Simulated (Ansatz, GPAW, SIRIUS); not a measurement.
**AlNi3: 3 runs at one level of theory**

```
Ni Al
1.0
     3.52305    0.00000    0.00000
     0.00000    3.52305    0.00000
     0.00000    0.00000    3.52305
Ni Al
3 1
Direct
  0.50000 0.50000 0.00000
  0.50000 0.00000 0.50000
  0.00000 0.50000 0.50000
  0.00000 0.00000 0.00000
```

The cell is a database's computed one, not the measured one.

Alike in all runs: task single point; functional PBEsol; k mesh 8 × 8 × 8; occupations fermi-dirac, width 0.05 eV; collinear spin, ferromagnetic start; no spin-orbit coupling. Pressure is positive in compression and, in plane waves, holds the error of the finite cutoff.

```
                                        program and potentials  plane-wave cutoff (eV)                                                                                    notes  band gap (eV)  pressure (GPa)  net moment per atom (μB)
                Ansatz, all-electron LAPW, scalar-relativistic                       -                                                                                        -         no gap           -0.70                      0.17
SIRIUS, PseudoDojo 0.4.1 PBEsol standard (scalar relativistic)                    1333                                               14.25 valence electrons an atom on average         no gap           -0.58                      0.17
             GPAW, PAW data sets generated for this functional                     600  12.75 valence electrons an atom on average; this data set often lies off other programs         no gap            1.37                      0.17
```

None finds a gap. The pressure spans -0.70 (Ansatz, all-electron LAPW, scalar-relativistic) to 1.37 GPa (GPAW, PAW data sets generated for this functional), with all-electron results at -0.70. All agree on the net moment per atom. The state is the one that the start led to, which needn't be the lowest.

The functional is the same throughout but for its coding, so the spread measures potentials, basis and numerics; runs on potential files found faulty are left out.
